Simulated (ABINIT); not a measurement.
# GaAs (F-43m) in ABINIT: further runs, part 2 of 2

ABINIT 10.8.3 (patched build). The steps go on from the part before.

### Step 5. Relaxation of cell and atoms, PBEsol

run.abi reads:

```
# Pseudopotentials
pp_dirpath "./"
pseudos "As.upf, Ga.upf"

# Structure
acell 7.55468967 7.55468967 7.55468967
rprim
     0.0000000000     0.7071067812     0.7071067812
     0.7071067812     0.0000000000     0.7071067812
     0.7071067812     0.7071067812     0.0000000000
ntypat 2
znucl 33 31
natom 2
typat 1 2
chkprim 0
chksymtnons 0
tolsym 1.0e-6
xred
            3/4            3/4            3/4
            0.0            0.0            0.0

# Plane-wave basis
ecut 42.0
ecutsm 0.5

# k points
kptopt 1
ngkpt 6 6 6
nshiftk 1
shiftk 0.0 0.0 0.0

# Exchange and correlation
ixc -116133

# Bands and occupations
nband 18
occopt 3
tsmear 0.05 eV

# SCF cycle
nstep 80
tolvrs 1.0e-12

# Output
iomode 3
prteig 0
prtebands 0
prtwf 0
prtden 0

# Relaxation
ionmov 2
optcell 2
ntime 50
tolmxf 2.0e-5
dilatmx 1.08
```

Potentials or basis: PseudoDojo NC SR PBEsol v0.4.1 standard.

The run is started by

```sh
$ abinit run.abi > log 2>&1
```

run.abo:

```text
.Version 10.8.3 of ABINIT
 Symmetries : space group F-4 3 m (#216); Bravais cF (face-center cubic)
================================================================================
 Values of the parameters that define the memory need of the present run
     intxc =       0    ionmov =       2      iscf =       7    lmnmax =       6
     lnmax =       6     mgfft =      48  mpssoang =       3    mqgrid =    3001
     natom =       2  nloc_mem =       1    nspden =       1   nspinor =       1
    nsppol =       1      nsym =      24    n1xccc =    2501    ntypat =       2
    occopt =       3   xclevel =       2
       mpw =        5014          nfft =      110592          nkpt =          16
================================================================================
================================================================================

--------------------------------------------------------------------------------
------------- Echo of variables that govern the present computation ------------
--------------------------------------------------------------------------------
 -outvars: echo values of preprocessed input variables --------
            acell      7.5546896700E+00  7.5546896700E+00  7.5546896700E+00 Bohr
              amu      7.49215900E+01  6.97230000E+01
          chkprim           0
      chksymtnons           0
          dilatmx      1.08000000E+00
             ecut      4.20000000E+01 Hartree
           ecutsm      5.00000000E-01 Hartree
           ionmov           2
              ixc     -116133
         kptrlatt        6    0    0      0    6    0      0    0    6
          kptrlen      4.53281380E+01
            natom           2
            nband          18
            ngfft          48      48      48
             nkpt          16
            nstep          80
             nsym          24
            ntime          50
           ntypat           2
           occopt           3
          optcell           2
           prtden           0
        prtebands           0
           prteig           0
            prtwf           0
            rprim      0.0000000000E+00  7.0710678120E-01  7.0710678120E-01
                       7.0710678120E-01  0.0000000000E+00  7.0710678120E-01
                       7.0710678120E-01  7.0710678120E-01  0.0000000000E+00
          spgroup         216
           tolmxf      2.00000000E-05
           tolsym      1.00000000E-06
           tolvrs      1.00000000E-12
           tsmear      1.83746611E-03 Hartree
            typat      1  2
           xangst      4.2402749972E+00  4.2402749972E+00  4.2402749972E+00
                       0.0000000000E+00  0.0000000000E+00  0.0000000000E+00
            xcart      8.0129584433E+00  8.0129584433E+00  8.0129584433E+00
                       0.0000000000E+00  0.0000000000E+00  0.0000000000E+00
             xred      7.5000000000E-01  7.5000000000E-01  7.5000000000E-01
                       0.0000000000E+00  0.0000000000E+00  0.0000000000E+00
            znucl       33.00000   31.00000

================================================================================

 chkinp: Checking input parameters for consistency.

================================================================================
== DATASET  1 ==================================================================

--- !DatasetInfo
iteration_state: {dtset: 1, }
dimensions: {natom: 2, nkpt: 16, mband: 18, nsppol: 1, nspinor: 1, nspden: 1, mpw: 5014, }
cutoff_energies: {ecut:  42.0, pawecutdg:  -1.0, }
electrons: {nelect:   2.80000000E+01, charge:   0.00000000E+00, occopt:   3.00000000E+00, tsmear:   1.83746611E-03, }
meta: {optdriver: 0, ionmov: 2, optcell: 2, iscf: 7, paral_kgb: 0, }
...
[... 226 lines left out ...]
           Absolute (Ha)=-1.97665E-06
           Relative     =-1.08425E-08

--- Iteration: ( 3/50) Internal Cycle: (1/1)
--------------------------------------------------------------------------------

---SELF-CONSISTENT-FIELD CONVERGENCE--------------------------------------------
[... 77 lines left out ...]
 Real space primitive translations (rprimd) [bohr]
  0.00000000000000E+00  5.34867232757778E+00  5.34867232757778E+00
  5.34867232757778E+00  0.00000000000000E+00  5.34867232757778E+00
  5.34867232757778E+00  5.34867232757778E+00  0.00000000000000E+00
 Unitary Cell Volume (ucvol) [Bohr^3]=  3.06032798755010E+02
 Angles (23,13,12)= [degrees]
  6.00000000000000E+01  6.00000000000000E+01  6.00000000000000E+01
 Lengths [Bohr]
  7.56416494635016E+00  7.56416494635016E+00  7.56416494635016E+00
 Stress tensor in cartesian coordinates (strten) [Ha/bohr^3]
 -4.95936418321019E-08  0.00000000000000E+00  0.00000000000000E+00
  0.00000000000000E+00 -4.95936418321019E-08  0.00000000000000E+00
  0.00000000000000E+00  0.00000000000000E+00 -4.95936418286325E-08
 Total energy (etotal) [Ha]= -1.82306550223277E+02

 Difference of energy with previous step (new-old):
           Absolute (Ha)=-3.17354E-06
           Relative     =-1.74077E-08

 At Broyd/MD step   3, gradients are converged :
  max grad (force/stress) = 4.9594E-06 < tolmxf= 2.0000E-05 ha/bohr (free atoms)

================================================================================

 ----iterations are completed or convergence reached----

 Mean square residual over all n,k,spin=   39.694E-12; max=  11.421E-09
 reduced coordinates (array xred) for    2 atoms
       0.750000000000      0.750000000000      0.750000000000
      -0.000000000000     -0.000000000000      0.000000000000
 rms dE/dt=  0.0000E+00; max dE/dt=  0.0000E+00; dE/dt below (all hartree)
    1       0.000000000000      0.000000000000      0.000000000000
    2       0.000000000000      0.000000000000      0.000000000000

 cartesian coordinates (angstrom) at end:
    1      4.24559325363224     4.24559325363224     4.24559325363224
    2      0.00000000000000     0.00000000000000    -0.00000000000000

 cartesian forces (hartree/bohr) at end:
    1     -0.00000000000000    -0.00000000000000    -0.00000000000000
    2     -0.00000000000000    -0.00000000000000    -0.00000000000000
 frms,max,avg= 0.0000000E+00 0.0000000E+00   0.000E+00  0.000E+00  0.000E+00 h/b

 cartesian forces (eV/Angstrom) at end:
    1     -0.00000000000000    -0.00000000000000    -0.00000000000000
    2     -0.00000000000000    -0.00000000000000    -0.00000000000000
 frms,max,avg= 0.0000000E+00 0.0000000E+00   0.000E+00  0.000E+00  0.000E+00 e/A
 length scales=  7.564164946350  7.564164946350  7.564164946350 bohr
              =  4.002783706404  4.002783706404  4.002783706404 angstroms
 Fermi (or HOMO) energy (hartree) =   0.15124   Average Vxc (hartree)=  -0.37346
 Eigenvalues (hartree) for nkpt=  16  k points:
 kpt#   1, nband= 18, wtk=  0.00463, kpt=  0.0000  0.0000  0.0000 (reduced coord)
  -1.15121   -1.15121   -1.15121   -1.15085   -1.15085   -0.40154   -0.40154   -0.40154
  -0.39870   -0.39870   -0.32502    0.14266    0.14266    0.14266    0.15776    0.27866
   0.27866    0.27866
      occupation numbers for kpt#   1
   2.00000    2.00000    2.00000    2.00000    2.00000    2.00000    2.00000    2.00000
   2.00000    2.00000    2.00000    1.98138    1.98138    1.98138    0.05600    0.00000
   0.00000    0.00000
 prteigrs : prtvol=0 or 1, do not print more k-points.

--- !EnergyTerms
iteration_state     : {dtset: 1, itime: 3, icycle: 1, }
comment             : Components of total free energy in Hartree
kinetic             :  1.38793902770945E+02
hartree             :  5.73779610964610E+01
xc                  : -4.42327307947029E+01
Ewald energy        : -9.90521832205545E+01
psp_core            :  4.87671522418084E+00
local_psp           : -1.49793170007324E+02
non_local_psp       : -9.02770404057042E+01
internal            : -1.82306545336698E+02
'-kT*entropy'       : -4.88657850354659E-06
total_energy        : -1.82306550223277E+02
total_energy_eV     : -4.96081395329791E+03
band_energy         : -1.59295990549193E+01
...

 Cartesian components of stress tensor (hartree/bohr^3)
  sigma(1 1)= -4.95936418E-08  sigma(3 2)=  0.00000000E+00
  sigma(2 2)= -4.95936418E-08  sigma(3 1)=  0.00000000E+00
  sigma(3 3)= -4.95936418E-08  sigma(2 1)=  0.00000000E+00

-Cartesian components of stress tensor (GPa)         [Pressure=  1.4591E-03 GPa]
- sigma(1 1)= -1.45909532E-03  sigma(3 2)=  0.00000000E+00
- sigma(2 2)= -1.45909532E-03  sigma(3 1)=  0.00000000E+00
- sigma(3 3)= -1.45909532E-03  sigma(2 1)=  0.00000000E+00

== END DATASET(S) ==============================================================
================================================================================

 -outvars: echo values of variables after computation  --------
            acell      7.5641649464E+00  7.5641649464E+00  7.5641649464E+00 Bohr
           etotal     -1.8230655022E+02
            fcart     -0.0000000000E+00 -0.0000000000E+00 -0.0000000000E+00
                      -0.0000000000E+00 -0.0000000000E+00 -0.0000000000E+00
            rprim      0.0000000000E+00  7.0710678119E-01  7.0710678119E-01
                       7.0710678119E-01  0.0000000000E+00  7.0710678119E-01
                       7.0710678119E-01  7.0710678119E-01  0.0000000000E+00
           strten     -4.9593641832E-08 -4.9593641832E-08 -4.9593641829E-08
                       0.0000000000E+00  0.0000000000E+00  0.0000000000E+00
           xangst      4.2455932536E+00  4.2455932536E+00  4.2455932536E+00
                       3.7274358903E-28  3.7274358903E-28 -1.1182307671E-27
             xred      7.5000000000E-01  7.5000000000E-01  7.5000000000E-01
                      -1.9753966648E-28 -1.9753966648E-28  3.2923277746E-28
 Calculation completed.
```

Wall time 4.1 min (1 thread of Intel Xeon at 2.70GHz, shared host); peak memory 0.11 GiB.

Results:

```
Free energy                            : -4960.8140 eV
Relaxed volume                         : 22.67 Å³/atom
Relaxed cell                           : a = 4.003 Å, b = 4.003 Å, c = 4.003 Å, α = 60.00°, β = 60.00°, γ = 60.00°
Space group after relaxing (to 0.05 Å) : F-43m (No. 216)
Energy gained by relaxing              : 0.1 meV/atom
Ionic steps                            : 3
Pressure after relaxing                : 0.0 GPa
Band gap on the k mesh                 : 0.41 eV, direct
```

The path:
| step | energy change (eV) | largest force (eV/Å) | pressure (GPa) | volume (Å³) |
| --- | --- | --- | --- | --- |
| 1 | 0.0000 | 0.0000 | 0.26 | 45.18 |
| 2 | -0.0001 | 0.0000 | 0.21 | 45.22 |
| 3 | -0.0001 | 0.0000 | 0.00 | 45.35 |

Final structure:
```
As Ga
1.0
     0.00000    2.83040    2.83040
     2.83040    0.00000    2.83040
     2.83040    2.83040    0.00000
As Ga
1 1
Direct
  0.75000 0.75000 0.75000
  0.00000 0.00000 0.00000
```

### Step 6. Single point, PBEsol (cell relaxed)

run.abi reads:

```
# Pseudopotentials
pp_dirpath "./"
pseudos "As.upf, Ga.upf"

# Structure
acell 3*1.0
rprim
     0.0000000000     5.3486723194     5.3486723194
     5.3486723194     0.0000000000     5.3486723194
     5.3486723194     5.3486723194     0.0000000000
ntypat 2
znucl 33 31
natom 2
typat 1 2
xred
     0.7500000000     0.7500000000     0.7500000000
     0.0000000000     0.0000000000     0.0000000000
chkprim 0
chksymtnons 0
tolsym 1.0e-6

# Plane-wave basis
ecut 42.0

# k points
kptopt 1
ngkpt 6 6 6
nshiftk 1
shiftk 0.0 0.0 0.0

# Exchange and correlation
ixc -116133

# Bands and occupations
nband 18
occopt 3
tsmear 0.05 eV

# SCF cycle
nstep 100
tolvrs 1.0e-10

# Output
iomode 3
prtwf 0
prtden 0
prteig 0
prtebands 0
```

Potentials or basis: PseudoDojo NC SR PBEsol v0.4.1 standard.

The run is started by

```sh
$ abinit run.abi > log 2>&1
```

Run time: 74 s. Hardware: 1 thread of Intel Xeon at 2.70GHz, shared host; peak memory 0.1 GiB.

It converged, with:

* Free energy: -4960.8140 eV
* Pressure: 0.0 GPa
* Band gap on the k mesh: 0.41 eV, direct
* Valence electrons inside the program's atomic spheres: As 12.38; Ga 10.82

Levels at points of the mesh, in eV from the valence-band top:
```csv
k point,band 12,band 13,band 14,band 15,band 16,band 17
"(0.00, 0.00, 0.00)",0.00,0.00,0.00,0.41,3.70,3.70
"(0.50, 0.00, 0.00)",-6.65,-1.14,-1.14,0.92,4.59,4.59
"(0.50, 0.50, 0.00)",-6.83,-2.68,-2.68,1.36,1.58,10.10
```

### Step 7. The runs side by side

```tsv
task	level	potentials or basis	cell	cutoff (eV)	fine-grid cutoff	cell freedom (optcell)	optimiser (ionmov)	cutoff smearing ecutsm (Ha)	force stop (Ha/bohr)	gap on the mesh (eV)	pressure (GPa)
single point	LDA	PseudoDojo NC SR LDA v0.4.1 standard	as given	980	-	-	-	-	-	0.28	-
single point	LDA	JTH PAW LDA v2.0	as given	327	653.073 eV	-	-	-	-	0.27	-
relaxation of cell and atoms	PBEsol	PseudoDojo NC SR PBEsol v0.4.1 standard	relaxed	1143	-	2	2	0.5	2e-05	0.41	0.0
single point	PBEsol	PseudoDojo NC SR PBEsol v0.4.1 standard	cell relaxed	1143	-	-	-	-	-	0.41	0.0
```

Alike in all rows: no spin polarisation; k mesh 6 × 6 × 6; smearing fermi-dirac 0.05 eV.

Total energies depend on the potentials used, so only differences within one code and one set of settings carry meaning.

### Step 8. Comparison with measurements

Step 2. Against the measured gap of GaAs, 1.418 eV (direct; 300 K; “Evidence of valence band perturbations in GaAsN/GaAs(001): A combined variable-angle spectroscopic ellipsometry and modulated photoreflectance investigation”, 2008, arxiv:0805.2212), the calculated 0.28 eV is off by -1.14 eV. So large a miss can be the level of theory's own, or it may mean another phase, state or a wrong row. 3 values of this kind are on record (1.412 to 1.51 eV); this one was drawn at random among those near their median, those with a stated uncertainty first. Spin-orbit coupling on As, Ga is left out. The value is that of LDA, without temperature or zero-point motion. Semilocal functionals fall short of measured gaps as a rule.

Step 3. A measured gap of GaAs is 1.412 eV (direct; 300 K; “Evidence of valence band perturbations in GaAsN/GaAs(001): A combined variable-angle spectroscopic ellipsometry and modulated photoreflectance investigation”, 2008, arxiv:0805.2212); the calculated 0.28 eV misses it by -1.14 eV. So large a miss can be the level of theory's own, or it may mean another phase, state or a wrong row. 3 values of this kind are on record (1.412 to 1.51 eV); this one was drawn at random among those near their median, those with a stated uncertainty first. Spin-orbit coupling on As, Ga is left out. The value is that of LDA, without temperature or zero-point motion. Semilocal functionals fall short of measured gaps as a rule.
